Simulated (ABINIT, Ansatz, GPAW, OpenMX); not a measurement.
# Cost and result for the band gap of ZrS2

**What was measured.** The band gap of ZrS2 (P-3m1) is reported as 1.68 eV (arxiv:2210.12074). The runs below try to reproduce it.

```cif
data_structure
_symmetry_space_group_name_H-M 'P-3m1'
_symmetry_Int_Tables_number 164
_cell_length_a 3.6914
_cell_length_b 3.6914
_cell_length_c 6.0411
_cell_angle_alpha 90.000
_cell_angle_beta 90.000
_cell_angle_gamma 120.000
_cell_volume 71.29
loop_
_atom_site_label
_atom_site_type_symbol
_atom_site_symmetry_multiplicity
_atom_site_Wyckoff_symbol
_atom_site_fract_x
_atom_site_fract_y
_atom_site_fract_z
_atom_site_occupancy
Zr1 Zr 1 a 0.00000 0.00000 0.00000 1
S1 S 2 d 0.33333 0.66667 0.23791 1
```

```tsv
rung	level	program and potentials	cutoff (eV)	k mesh	core time	chip	band gap (eV)	miss (eV)	notes
LDA	LDA	Ansatz, all-electron LAPW, scalar-relativistic	-	8 × 8 × 5	25 s	Arm Neoverse V2	0.91	-0.77	from the band path
GGA	PBEsol	Ansatz, all-electron LAPW, scalar-relativistic	-	8 × 8 × 5	25 s	Arm Neoverse V2	0.96	-0.72	from the band path
GGA	PBE	ABINIT, JTH PAW PBE v2.0	544	8 × 8 × 5	75 s	Arm Neoverse V2	1.03	-0.65	from the band path
GGA + U (1 eV)	PBEsol+U (Zr d U = 1 eV)	GPAW, PAW data sets generated for this functional	600	8 × 8 × 5	92 s	Arm Neoverse V2	1.10	-0.58	from the band path
GGA + U (2 eV)	PBEsol+U (Zr d U = 2 eV)	GPAW, PAW data sets generated for this functional	600	8 × 8 × 5	92 s	Arm Neoverse V2	1.25	-0.43	from the band path
GGA + U (3 eV)	PBEsol+U (Zr d U = 3 eV)	GPAW, PAW data sets generated for this functional	600	8 × 8 × 5	94 s	Arm Neoverse V2	1.40	-0.28	from the band path
GGA + U (6 eV)	PBEsol+U (Zr d U = 6 eV)	GPAW, PAW data sets generated for this functional	600	8 × 8 × 5	97 s	Arm Neoverse V2	1.89	+0.21	from the band path
GGA + U (8 eV)	PBEsol+U (Zr d U = 8 eV)	GPAW, PAW data sets generated for this functional	600	8 × 8 × 5	100 s	Arm Neoverse V2	2.19	+0.51	-
GGA	PBE	OpenMX, OpenMX 2013 PBE set, Zr7.0-s3p2d2f1, S7.0-s3p2d2f1, grid cutoff 400 Ry	-	9 × 9 × 5	2.9 min	Arm Neoverse V2	1.00	-0.68	atomic basis; from the band path
```

Times are single runs on shared hosts, so they are rough; meshes, cutoffs and the tasks' sizes weigh on the time. Task: band structure. All rows: no spin polarisation. Gaps are the least found on the k mesh or the band path, and a mesh can miss the band edges. Meshes differ between rows, which moves values too. All levels ran on this one cell, unrelaxed unless noted. Meshes are those of the run's cell of 3 atoms unless a note names another. Misses use the values as printed. Runs on faulty files, with rough fits or with known faults for this quantity aren't shown. No row holds spin-orbit coupling.

By rung: LDA 0.91; GGA 0.96 to 1.03; GGA + U (1 eV) 1.10; GGA + U (2 eV) 1.25; GGA + U (3 eV) 1.40; GGA + U (6 eV) 1.89; GGA + U (8 eV) 2.19; GGA in atomic bases 1.00 (eV). Measured: 1.68 eV (arxiv:2210.12074). Closest, coarse meshes and atomic bases left aside, is PBEsol+U with GPAW, PAW data sets generated for this functional, with the U typed (+0.21 eV), and PBE misses by -0.65 eV on plain settings. LDA and GGA gaps fall short mostly because these functionals lack the derivative discontinuity; the runs are for a static lattice, while measurements hold temperature and zero-point motion.
